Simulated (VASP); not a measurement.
Wanted: the native input for a VASP 6.6.1 run.

```
Task                   : dielectric tensor
Functional             : PBE
Potentials or basis    : VASP PAW PBE potentials, release 64 (Mg, H)
Cutoff                 : 520 eV
k mesh                 : 8 × 8 × 12
Occupations            : gaussian, width 0.03 eV
Spin                   : no spin polarisation
Monkhorst-Pack mesh    : yes
Further INCAR settings : ALGO = Fast; EDIFF = 1e-08
```

The structure of MgH2 lies in POSCAR:

```
MgH2                                    
1.0
    4.4732210778      0.0000000000      0.0000000000
    0.0000000000      4.4732210778      0.0000000000
    0.0000000000      0.0000000000      3.0045388692
  Mg              H             
     2     4
Direct
     0.0000000000000000    0.0000000000000000    0.0000000000000000
     0.5000000000000000    0.5000000000000000    0.5000000000000000
     0.3044202687659876    0.3044202687659876    0.0000000000000000
     0.1955797312340124    0.8044202687659876    0.5000000000000000
     0.6955797312340124    0.6955797312340124    0.0000000000000000
     0.8044202687659876    0.1955797312340124    0.5000000000000000
```

These files were run (other wordings do the same):

INCAR

```
  PREC = Accurate
  ENCUT = 520
  EDIFF = 1E-8
  ISMEAR = 0
  SIGMA = 0.03
  LREAL = F
  LASPH = T
  NELM = 80
  ALGO = Fast
  ISIF = 2
  LWAVE = F
  LCHARG = F
  GGA = PE
  LEPSILON = T
  KPAR = 2
```

KPOINTS

```
regular mesh
0
Monkhorst-Pack
  8 8 12
```

Potentials or basis: VASP PAW PBE potentials, release 64 (Mg, H).

The run is started by

```sh
$ cat potpaw_PBE.64/Mg/POTCAR potpaw_PBE.64/H/POTCAR > POTCAR
$ mpirun -np 2 vasp_std > vasp.out
```

Results of the run:

```
Electronic dielectric tensor (diagonal) : 3.92, 3.92, 3.96
Born charges (mean of the diagonal)     : Mg +1.89; H -0.94 e
```

It took 60 s on 2 MPI ranks on Intel(R) Xeon(R) 6975P-C (Granite Rapids), on a shared host, peak memory 0.28 GiB a rank.
